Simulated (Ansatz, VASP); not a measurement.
## SrO: VASP beside Ansatz

```xyz
4
Lattice="3.6000 0.0000 0.0000 -1.8000 3.1177 0.0000 0.0000 0.0000 6.2991" Properties=species:S:1:pos:R:3 pbc="T T T"
Sr    1.8000    1.0392    4.7243
Sr    0.0000    2.0785    1.5748
O     0.0000    0.0000    3.1496
O     0.0000    0.0000    0.0000
```

Change from the starting cell: volume scaled by 1.04.

Alike in both runs: task single point; functional PBE; k mesh 9 × 9 × 5; occupations fermi-dirac, width 0.05 eV; no spin polarisation.

|  | VASP | Ansatz |
| --- | --- | --- |
| version | VASP 6.6.1 | Ansatz 0.2.0 |
| potentials or method | VASP PAW PBE potentials, release 64 (Sr_sv, O) | Ansatz PAW |
| plane-wave cutoff (eV) | 520 | 420 |
| valence electrons in the cell | 32 | 32 |

Ansatz gave:

```
gap on the k mesh at the Fermi level (eV)       : 2.86
least direct gap on the mesh (eV)               : 2.86
pressure (GPa)                                  : -1.7
largest component of the traceless stress (GPa) : 0.48
```

What did VASP give for the same quantities?

gap on the k mesh at the Fermi level (eV): 2.86; least direct gap on the mesh (eV): 2.86; pressure (GPa): -1.2; largest component of the traceless stress (GPa): 0.49.

With one functional, cell and mesh, what is left measures potentials, basis and numerics.

Caveats: an odd mesh through Γ misses points on the zone boundary, where band edges often lie (VASP); odd divisions of the mesh miss points on the zone boundary, where band edges often lie, so the gap on the mesh can be too wide (Ansatz); the pressure holds a Pulay correction of +0.3 GPa for the finite cutoff (Ansatz).
